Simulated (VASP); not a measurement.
A run of VASP 6.6.1 is set up as follows.

The input INCAR:

```
SYSTEM = BAs
PREC     = Accurate       ! precision mode
ENCUT    = 600            ! plane-wave cutoff, eV
EDIFF    = 1E-6           ! SCF threshold, eV
ISMEAR   = -1             ! smearing method
SIGMA    = 0.05           ! smearing width, eV
LREAL    = .False.        ! projectors in reciprocal space
LASPH    = .True.         ! aspherical terms in the spheres
NELM     = 100            ! most SCF steps
ALGO     = Fast           ! electronic algorithm
ISIF     = 3              ! what is computed and relaxed
LWAVE    = .False.        ! write WAVECAR
LCHARG   = .False.        ! write CHGCAR
GGA      = ML             ! functional
LUSE_VDW = .True.       
AGGAC    = 0.0          
ZAB_VDW  = -1.8867      
IBRION   = 2              ! ionic algorithm
NSW      = 40             ! ionic steps
EDIFFG   = -0.005         ! ionic threshold
```

File KPOINTS:

```
regular mesh
0
Gamma
  10 10 10
  0 0 0
```

Contents of POSCAR:

```
BAs
1.0
    0.0000000000      2.3885000000      2.3885000000
    2.3885000000      0.0000000000      2.3885000000
    2.3885000000      2.3885000000      0.0000000000
As B
1 1
Direct
    0.7500000000      0.7500000000      0.7500000000
    0.0000000000      0.0000000000      0.0000000000
```

Potentials or basis: VASP PAW PBE potentials, release 64 (As, B).

The run is started by

```bash
$ cat potpaw_PBE.64/As/POTCAR potpaw_PBE.64/B/POTCAR > POTCAR
$ mpirun -np 1 vasp_std > vasp.out
```

**Question.** Predict the relaxed volume.

**Answer.** 14.75 Å³/atom.

**Question.** Estimate the space group after relaxing (to 0.05 Å).

**Answer.** F-43m (No. 216).

**Question.** Predict the band gap on the k mesh.

**Answer.** 1.52 eV, indirect (least direct gap 3.33 eV).

Final structure:
```xyz
2
Lattice="0.0000 2.4525 2.4525 2.4525 0.0000 2.4525 2.4525 2.4525 0.0000" Properties=species:S:1:pos:R:3 pbc="T T T"
As    3.6787    3.6787    3.6787
B     0.0000    0.0000    0.0000
```

Caveat: the PAW data sets were made with another functional, which shifts forces and pressure a little. A k mesh can miss the band edges.
